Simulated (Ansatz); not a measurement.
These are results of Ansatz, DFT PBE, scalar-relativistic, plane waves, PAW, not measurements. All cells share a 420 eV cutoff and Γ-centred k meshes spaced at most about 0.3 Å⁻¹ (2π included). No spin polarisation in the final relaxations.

These are static total energies at zero pressure.

Compare these two cells of HfSi₃O₈, each relaxed at this level.

A.

```
CELL_PARAMETERS angstrom
3.04305 -3.17269 0.00000
3.04305 3.17269 0.00000
0.00000 0.00000 5.73230
ATOMIC_POSITIONS crystal
Hf 0.50000 0.50000 0.50000
Si 0.00000 0.00000 0.76272
Si 0.00000 0.00000 0.23728
Si 0.50000 0.50000 0.00000
O 0.70432 0.70432 0.77938
O 0.70432 0.70432 0.22062
O 0.80633 0.19367 0.00000
O 0.82571 0.17429 0.50000
O 0.29568 0.29568 0.77938
O 0.29568 0.29568 0.22062
O 0.19367 0.80633 0.00000
O 0.17429 0.82571 0.50000
```

B.

```
CELL_PARAMETERS angstrom
5.50145 0.00000 0.00000
0.00000 5.50145 0.00000
0.00000 0.00000 7.98639
ATOMIC_POSITIONS crystal
Hf 0.50000 0.50000 0.00000
Si 0.00000 0.00000 0.50000
Si 0.50000 0.00000 0.27929
Si 0.00000 0.50000 0.72071
O 0.25094 0.00000 0.39091
O 0.76624 0.50000 0.84338
O 0.74906 0.00000 0.39091
O 0.23376 0.50000 0.84338
O 0.00000 0.74906 0.60909
O 0.50000 0.23376 0.15662
O 0.00000 0.25094 0.60909
O 0.50000 0.76624 0.15662
```

Question: Which would you expect to be lower, and how large is the difference?

Answer: B is lower, by 223 meV/atom. A has Hf and Si ordered on rutile sites, space group Cmmm (No. 65), 9.2 Å³/atom and a gap of 3.36 eV on its mesh; B has space group P-4m2 (No. 115), 20.1 Å³/atom and a gap of 4.66 eV. Counting O atoms around Hf and Si (those within 1.25 times the shortest such distance or 1.15 times the sum of covalent radii; a plus sign parts nearer from farther groups; a slash parts the counts of unlike sites), A has Hf 6, Si 4+2/6 and B has Hf 4, Si 4. The lower one is the more open, so pressure narrows the difference. Both come from invented guesses. A third cell relaxed alike, in C2, lies 13 meV/atom below the lower of the two.

These runs have no spin–orbit coupling, which can matter for Hf. Kohn–Sham gaps at this level usually fall short of measured ones. Cells relaxed within their symmetry can be saddle points.
